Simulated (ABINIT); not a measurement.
# Zn (P6_3/mmc) in ABINIT: notebook, part 2 of 2

ABINIT 10.8.3 (patched build).

## 3. Relaxation of cell and atoms, PBEsol

Input file run.abi:

```
pp_dirpath "./"
pseudos "Zn.upf"

acell 3*1.0
rprim
     5.0455687528     0.0000000000     0.0000000000
    -2.5227843764     4.3695907164     0.0000000000
     0.0000000000     0.0000000000     9.3843799349
ntypat 1
znucl 30
natom 2
typat 1 1
chkprim 0
chksymtnons 0
tolsym 1.0e-6
xred
            2/3            1/3            3/4
            1/3            2/3            1/4

ecut 42.0
ecutsm 0.5

kptopt 1
ngkpt 8 8 4
nshiftk 1
shiftk 0.0 0.0 0.0

ixc -116133

nband 24
occopt 3
tsmear 0.05 eV

nstep 80
tolvrs 1.0e-12

iomode 3
prteig 0
prtebands 0
prtwf 0
prtden 0

ionmov 2
optcell 2
ntime 50
tolmxf 2.0e-5
dilatmx 1.08
```

Potentials or basis: PseudoDojo NC SR PBEsol v0.4.1 standard.

The run is started by

```sh
mpirun --bind-to none -np 4 abinit run.abi > log 2>&1
```

run.abo:

```text
.Version 10.8.3 of ABINIT
 Symmetries : space group P6_3/m m c (#194); Bravais hP (primitive hexag.)
================================================================================
 Values of the parameters that define the memory need of the present run
     intxc =       0    ionmov =       2      iscf =       7    lmnmax =       6
     lnmax =       6     mgfft =      60  mpssoang =       3    mqgrid =    3001
     natom =       2  nloc_mem =       1    nspden =       1   nspinor =       1
    nsppol =       1      nsym =      24    n1xccc =    2501    ntypat =       1
    occopt =       3   xclevel =       2
       mpw =        3404          nfft =       61440          nkpt =          30
================================================================================
================================================================================

--------------------------------------------------------------------------------
------------- Echo of variables that govern the present computation ------------
--------------------------------------------------------------------------------
 -outvars: echo values of preprocessed input variables --------
            acell      1.0000000000E+00  1.0000000000E+00  1.0000000000E+00 Bohr
              amu      6.53900000E+01
          chkprim           0
      chksymtnons           0
          dilatmx      1.08000000E+00
             ecut      4.20000000E+01 Hartree
           ecutsm      5.00000000E-01 Hartree
           ionmov           2
              ixc     -116133
         kptrlatt        8    0    0      0    8    0      0    0    4
          kptrlen      3.75375197E+01
            natom           2
            nband          24
            ngfft          32      32      60
             nkpt          30
            nstep          80
             nsym          24
            ntime          50
           ntypat           1
           occopt           3
          optcell           2
           prtden           0
        prtebands           0
           prteig           0
            prtwf           0
            rprim      5.0455687528E+00  0.0000000000E+00  0.0000000000E+00
                      -2.5227843764E+00  4.3695907164E+00  0.0000000000E+00
                       0.0000000000E+00  0.0000000000E+00  9.3843799349E+00
          spgroup         194
           tolmxf      2.00000000E-05
           tolsym      1.00000000E-06
           tolvrs      1.00000000E-12
           tsmear      1.83746611E-03 Hartree
            typat      1  1
           xangst      1.3349999991E+00  7.7076260884E-01  3.7244999975E+00
                      -1.8691095525E-17  1.5415252177E+00  1.2414999992E+00
            xcart      2.5227843764E+00  1.4565302388E+00  7.0382849512E+00
                      -3.5321051535E-17  2.9130604776E+00  2.3460949837E+00
             xred      6.6666666667E-01  3.3333333333E-01  7.5000000000E-01
                       3.3333333333E-01  6.6666666667E-01  2.5000000000E-01
            znucl       30.00000

================================================================================

 chkinp: Checking input parameters for consistency.

================================================================================
== DATASET  1 ==================================================================

--- !DatasetInfo
iteration_state: {dtset: 1, }
dimensions: {natom: 2, nkpt: 30, mband: 24, nsppol: 1, nspinor: 1, nspden: 1, mpw: 3404, }
cutoff_energies: {ecut:  42.0, pawecutdg:  -1.0, }
electrons: {nelect:   4.00000000E+01, charge:   0.00000000E+00, occopt:   3.00000000E+00, tsmear:   1.83746611E-03, }
meta: {optdriver: 0, ionmov: 2, optcell: 2, iscf: 7, paral_kgb: 0, }
[... 797 lines left out ...]
 -2.65518426100416E+00  4.59891404344721E+00  0.00000000000000E+00
  0.00000000000000E+00  0.00000000000000E+00  6.97837124129977E+00
 Unitary Cell Volume (ucvol) [Bohr^3]=  1.70425282606462E+02
 Angles (23,13,12)= [degrees]
  9.00000000000000E+01  9.00000000000000E+01  1.20000000000373E+02
 Lengths [Bohr]
  5.31036852200832E+00  5.31036852194838E+00  6.97837124129977E+00
 Stress tensor in cartesian coordinates (strten) [Ha/bohr^3]
 -3.52265828300918E-04  0.00000000000000E+00  0.00000000000000E+00
  0.00000000000000E+00 -3.52265826108297E-04  0.00000000000000E+00
  0.00000000000000E+00  0.00000000000000E+00 -9.95448125581930E-04
 Total energy (etotal) [Ha]= -4.17821334802089E+02

 Difference of energy with previous step (new-old):
           Absolute (Ha)= 9.01538E-03
           Relative     = 2.15769E-05

--- Iteration: ( 9/50) Internal Cycle: (1/1)
--------------------------------------------------------------------------------

---SELF-CONSISTENT-FIELD CONVERGENCE--------------------------------------------
[... 580 lines left out ...]
 Difference of energy with previous step (new-old):
           Absolute (Ha)=-3.19119E-10
           Relative     =-7.63745E-13

 At Broyd/MD step  14, gradients are converged :
  max grad (force/stress) = 1.2447E-07 < tolmxf= 2.0000E-05 ha/bohr (free atoms)

================================================================================

 ----iterations are completed or convergence reached----

 Mean square residual over all n,k,spin=   16.334E-16; max=  25.106E-14
 reduced coordinates (array xred) for    2 atoms
       0.666666666667      0.333333333333      0.750000000000
       0.333333333333      0.666666666667      0.250000000000
 rms dE/dt=  1.0993E-28; max dE/dt=  2.6926E-28; dE/dt below (all hartree)
    1       0.000000000000      0.000000000000      0.000000000000
    2       0.000000000000      0.000000000000     -0.000000000000

 cartesian coordinates (angstrom) at end:
    1      1.34168703367077     0.77462337004639     3.34867943670523
    2     -0.00000000000000     1.54924674009279     1.11622647890174

 cartesian forces (hartree/bohr) at end:
    1      0.00000000000000     0.00000000000000    -0.00000000000000
    2     -0.00000000000000    -0.00000000000000     0.00000000000000
 frms,max,avg= 1.7700331E-29 2.6550277E-29   0.000E+00  0.000E+00  0.000E+00 h/b

 cartesian forces (eV/Angstrom) at end:
    1      0.00000000000000     0.00000000000000    -0.00000000000000
    2     -0.00000000000000    -0.00000000000000     0.00000000000000
 frms,max,avg= 9.1018761E-28 1.3652701E-27   0.000E+00  0.000E+00  0.000E+00 e/A
 length scales=  5.070842080639  5.070842080582  8.437449358443 bohr
              =  2.683374067342  2.683374067311  4.464905915607 angstroms
 Fermi (or HOMO) energy (hartree) =   0.32668   Average Vxc (hartree)=  -0.46786
 Eigenvalues (hartree) for nkpt=  30  k points:
 kpt#   1, nband= 24, wtk=  0.00391, kpt=  0.0000  0.0000  0.0000 (reduced coord)
  -4.31953   -4.31942   -2.64101   -2.63992   -2.63987   -2.63987   -2.63970   -2.63970
  -0.08448    0.00307    0.03592    0.03903    0.03903    0.04262    0.04262    0.04944
   0.04944    0.06421    0.06421    0.19698    0.26838    0.91981    0.91981    0.98542
      occupation numbers for kpt#   1
   2.00000    2.00000    2.00000    2.00000    2.00000    2.00000    2.00000    2.00000
   2.00000    2.00000    2.00000    2.00000    2.00000    2.00000    2.00000    2.00000
   2.00000    2.00000    2.00000    2.00000    2.00000    0.00000    0.00000    0.00000
 prteigrs : prtvol=0 or 1, do not print more k-points.

--- !EnergyTerms
iteration_state     : {dtset: 1, itime: 14, icycle: 1, }
comment             : Components of total free energy in Hartree
kinetic             :  1.84288353108121E+02
hartree             :  1.33417485289429E+02
xc                  : -4.44968028883955E+01
Ewald energy        : -2.54120787264542E+02
psp_core            :  1.13145089973971E+01
local_psp           : -3.52454533456973E+02
non_local_psp       : -9.57827584177887E+01
internal            : -4.17834534632752E+02
'-kT*entropy'       : -3.91151995360370E-05
total_energy        : -4.17834573747952E+02
total_energy_eV     : -1.13698579731804E+04
band_energy         : -4.74551140555702E+01
...

 Cartesian components of stress tensor (hartree/bohr^3)
  sigma(1 1)= -1.06266270E-09  sigma(3 2)=  0.00000000E+00
  sigma(2 2)= -1.06084999E-09  sigma(3 1)=  0.00000000E+00
  sigma(3 3)= -1.24472523E-09  sigma(2 1)=  0.00000000E+00

-Cartesian components of stress tensor (GPa)         [Pressure=  3.3032E-05 GPa]
- sigma(1 1)= -3.12646161E-05  sigma(3 2)=  0.00000000E+00
- sigma(2 2)= -3.12112843E-05  sigma(3 1)=  0.00000000E+00
- sigma(3 3)= -3.66210805E-05  sigma(2 1)=  0.00000000E+00

== END DATASET(S) ==============================================================
================================================================================

 -outvars: echo values of variables after computation  --------
            acell      5.0708420806E+00  5.0708420806E+00  8.4374493584E+00 Bohr
           etotal     -4.1783457375E+02
            fcart      2.6550276861E-29  1.5328809493E-29 -1.2466024928E-31
                      -2.6550276861E-29 -1.5328809493E-29  1.2466024928E-31
            rprim      1.0000000000E+00  0.0000000000E+00  0.0000000000E+00
                      -5.0000000001E-01  8.6602540378E-01  0.0000000000E+00
                       0.0000000000E+00  0.0000000000E+00  1.0000000000E+00
           strten     -1.0626627009E-09 -1.0608499912E-09 -1.2447252257E-09
                       0.0000000000E+00  0.0000000000E+00  0.0000000000E+00
           xangst      1.3416870337E+00  7.7462337005E-01  3.3486794367E+00
                      -2.1403106329E-16  1.5492467401E+00  1.1162264789E+00
             xred      6.6666666667E-01  3.3333333333E-01  7.5000000000E-01
                       3.3333333333E-01  6.6666666667E-01  2.5000000000E-01
 Calculation completed.
```

It took 3.8 min on 4 MPI ranks of Arm Neoverse V1, shared host; peak memory 0.32 GiB.

What came out:

| Item | Value |
| --- | --- |
| Free energy | -11369.8580 eV |
| Relaxed volume | 13.92 Å³/atom |
| Relaxed cell | a = 2.683 Å, b = 2.683 Å, c = 4.465 Å, α = 90.00°, β = 90.00°, γ = 120.00° |
| Space group after relaxing (to 0.05 Å) | P6_3/mmc (No. 194) |
| Energy gained by relaxing | 51.3 meV/atom |
| Ionic steps | 14 |
| Pressure after relaxing | 0.0 GPa |
| Band gap on the k mesh | none (metal or under the smearing width) |

Step by step:
```csv
step,energy change (eV),largest force (eV/Å),pressure (GPa),volume (Å³)
1,0.0000,0.0000,-5.68,30.66
2,-0.0179,0.0000,-4.63,30.13
3,-0.0547,0.0000,2.05,27.68
4,-0.0593,0.0000,0.65,28.05
5,-0.0657,0.0000,-0.36,28.24
6,-0.0858,0.0000,-1.03,28.16
7,0.0124,0.0000,1.49,28.69
8,0.2577,0.0000,16.67,25.25
9,-0.0721,0.0000,-2.95,28.80
10,-0.1001,0.0000,-1.42,28.27
11,-0.1020,0.0000,-0.73,28.05
12,-0.1025,0.0000,0.20,27.79
13,-0.1025,0.0000,0.00,27.84
14,-0.1025,0.0000,0.00,27.84
```

Final structure:
```
CELL_PARAMETERS angstrom
2.68337 0.00000 0.00000
-1.34169 2.32387 0.00000
0.00000 0.00000 4.46491
ATOMIC_POSITIONS crystal
Zn 0.66667 0.33333 0.75000
Zn 0.33333 0.66667 0.25000
```
